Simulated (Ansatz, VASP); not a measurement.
## Two plane-wave programs on Ge

The input INCAR:

```
PREC = Accurate ; ENCUT = 520
EDIFF = 1E-7 ; ISMEAR = -1
SIGMA = 0.02 ; LREAL = False
LASPH = True ; NELM = 80
ALGO = Normal ; ISIF = 2
LWAVE = False ; LCHARG = False
GGA = PE ; NBANDS = 21
```

The input KPOINTS:

```
regular mesh
0
Gamma
  8 8 8
```

File POSCAR:

```
Ge
1.0
    0.0000000000      2.7316255048      2.7316255048
    2.7316255048      0.0000000000      2.7316255048
    2.7316255048      2.7316255048      0.0000000000
Ge
2
Direct
    0.0000000000      0.0000000000      0.0000000000
    0.2500000000      0.2500000000      0.2500000000
```

Input for Ansatz:

```yaml
crystal:
  lattice:
    - [0.0, 2.7316255048, 2.7316255048]
    - [2.7316255048, 0.0, 2.7316255048]
    - [2.7316255048, 2.7316255048, 0.0]
  atoms:
    - { symbol: Ge, position: [0.0, 0.0, 0.0] }
    - { symbol: Ge, position: [0.25, 0.25, 0.25] }
kpoints:
  mp_grid: { grid: [8, 8, 8] }
  band_path:
    path:
      - [0.0, 0.0, 0.0]
      - [0.5, 0.0, 0.5]
      - [0.625, 0.25, 0.625]
      - [0.375, 0.375, 0.75]
      - [0.5, 0.5, 0.5]
      - [0.5, 0.25, 0.75]
    npoints: 1
hamiltonian:
  xc: pbe
scf:
  occupations: { method: fermi_dirac, width: 0.02 }
  n_extra_bands: 4
output:
  forces: true
  stress: true
  eigenvalues: true
```

Change from the starting cell: hydrostatic strain -3.7%.

Alike in both runs: task single point; functional PBE; k mesh 8 × 8 × 8; occupations fermi-dirac, width 0.02 eV; no spin polarisation.

|  | VASP | Ansatz |
| --- | --- | --- |
| version | VASP 6.6.1 | Ansatz 0.2.0 |
| potentials or method | VASP PAW PBE potentials, release 64 (Ge_d) | plane waves, PAW |
| plane-wave cutoff (eV) | 520 | 420 |
| valence electrons in the cell | 28 | 28 |

Ansatz gave:

| Property | Result |
| --- | --- |
| pressure (GPa) | 13.7 |

**Question.** Estimate VASP's values.

**Answer.** Pressure (GPa): 13.6.
